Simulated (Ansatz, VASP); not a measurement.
Given: the input of a run of Ansatz 0.2.0 on AgBr.

Contents of input.yaml:

```yaml
crystal:
  lattice:
    - [0.0, 2.9264417423, 2.9264417423]
    - [2.9264417423, 0.0, 2.9264417423]
    - [2.9264417423, 2.9264417423, 0.0]
  atoms:
    - { symbol: Ag, position: [0.0, 0.0, 0.0] }
    - { symbol: Br, position: [0.5, 0.5, 0.5] }
kpoints:
  mp_grid: { grid: [8, 8, 8] }
scf:
  occupations: { method: fermi_dirac, width: 0.05 }
hamiltonian:
  xc: pbe
  pseudopotentials: { kind: all_electron, lapw: { basis_error: 0.0005 } }
output:
  forces: true
  stress: true
  eigenvalues: true
```

Potentials or basis: all-electron LAPW, scalar-relativistic.

The run is started by

```sh
$ ansatz run input.yaml --threads 1 --pin off --max-ram 2560MiB --backend cpu --events-out ev --progress --plain --runs-dir out
```

**Question.** Translate it to VASP 6.6.1. Potentials there: VASP PAW PBE potentials, release 64 (Ag, Br).

**Answer.** As run (the cutoff follows the program's own potentials):

INCAR

```
SYSTEM = AgBr
PREC = Accurate
ENCUT = 520
EDIFF = 1E-6
ISMEAR = -1
SIGMA = 0.05
LREAL = .False.
LASPH = .True.
NELM = 60
ALGO = Fast
ISIF = 2
LWAVE = .False.
LCHARG = .False.
GGA = PE
NBANDS = 16
```

KPOINTS

```
Automatic mesh
0
Gamma
  8 8 8
  0 0 0
```

File POSCAR:

```
AgBr
1.0
    0.0000000000      2.9264417423      2.9264417423
    2.9264417423      0.0000000000      2.9264417423
    2.9264417423      2.9264417423      0.0000000000
Ag Br
1 1
Direct
    0.0000000000      0.0000000000      0.0000000000
    0.5000000000      0.5000000000      0.5000000000
```

Potentials or basis: VASP PAW PBE potentials, release 64 (Ag, Br).

Launch:

```sh
$ cat potpaw_PBE.64/Ag/POTCAR potpaw_PBE.64/Br/POTCAR > POTCAR
$ mpirun -np 1 vasp_std > vasp.out
```

Both were run:

|  | VASP | Ansatz | Ansatz less VASP |
| --- | --- | --- | --- |
| gap on the k mesh at the Fermi level (eV) | 0.69 | 0.69 | +0.002 |
| least direct gap on the mesh (eV) | 2.42 | 2.42 | +0.002 |
| pressure (GPa) | -0.3 | -0.2 | +0.06 |

Ansatz ran all-electron here, so the differences hold the error of VASP's frozen core and of both bases.

A k mesh can miss the band edges.
